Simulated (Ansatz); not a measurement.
Results of HSE06 (PAW; Ansatz, an electronic-structure program) for zinc-blende AlSb.

Settings: plane-wave cutoff 500 eV, 6×6×6 k mesh, gaussian smearing 0.02 eV, scalar-relativistic PAW data made under PBE.

Cell (relaxed at this level):

```cif
data_Al4Sb4
_chemical_formula_sum 'Al4 Sb4'
_space_group_name_H-M_alt 'F-43m'
_space_group_IT_number 216
_space_group_name_Hall 'F -4 2 3'
_cell_length_a 6.16971
_cell_length_b 6.16971
_cell_length_c 6.16971
_cell_angle_alpha 90.000
_cell_angle_beta 90.000
_cell_angle_gamma 90.000
loop_
_atom_site_label
_atom_site_type_symbol
_atom_site_symmetry_multiplicity
_atom_site_Wyckoff_symbol
_atom_site_fract_x
_atom_site_fract_y
_atom_site_fract_z
_atom_site_occupancy
Al1 Al 4 a 0.00000 0.00000 0.00000 1
Sb1 Sb 4 d 0.75000 0.75000 0.75000 1
```
(The calculation used a cell of 2 atoms; values per cell refer to that cell.)

### Question
Estimate the band gap that the calculation returns.

### Answer

- band gap = 1.79 eV (on the SCF k mesh)

Measured, for comparison: band gap 1.73 eV (zero-point renormalisation of 35 meV (experimental, the table's column) added back here, indirect; inputs from Miglio et al. (2020), arXiv:2011.12765).

Spin–orbit coupling is not included; with these elements it can move the gap by several tenths of an eV or more.

The computed numbers hold no vibrational or temperature effects.

Cost on a shared machine: roughly 4 core-minutes.
